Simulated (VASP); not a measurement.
Here is a VASP 6.6.1 calculation.

The input INCAR:

```
SYSTEM = KCl
PREC = Accurate
ENCUT = 520
EDIFF = 1E-6
ISMEAR = 0
SIGMA = 0.05
LREAL = .False.
LASPH = .True.
NELM = 100
ALGO = Fast
ISIF = 2
LWAVE = .False.
LCHARG = .False.
GGA = PS
NBANDS = 24
```

The input KPOINTS:

```
regular mesh
0
Gamma
  6 6 6
  0 0 0
```

File POSCAR:

```
KCl
1.0
    0.0000000000     -3.1207041401     -3.1207041401
   -3.1207041401      0.0000000000     -3.1207041401
    3.1207041401      3.1207041401     -6.2414082803
K Cl
2 2
Direct
    0.4668439735      0.5614035137      0.4934919065
    0.0722045878      0.9255802992     -0.0065080935
    0.7284663983      0.7571778672      0.7571778672
    0.2284663983      0.2571778672      0.2571778672
```

Potentials or basis: VASP PAW PBE potentials, release 64 (K_sv, Cl).

Launch:

```console
$ cat potpaw_PBE.64/K_sv/POTCAR potpaw_PBE.64/Cl/POTCAR > POTCAR
$ mpirun -np 1 vasp_std > vasp.out
```

(1) Predict the pressure.

(2) Estimate the band gap on the k mesh.

Answers

(1) 0.9 GPa.

(2) 5.11 eV, direct.

Caveat: the PAW data sets were made with another functional, which shifts forces and pressure a little.
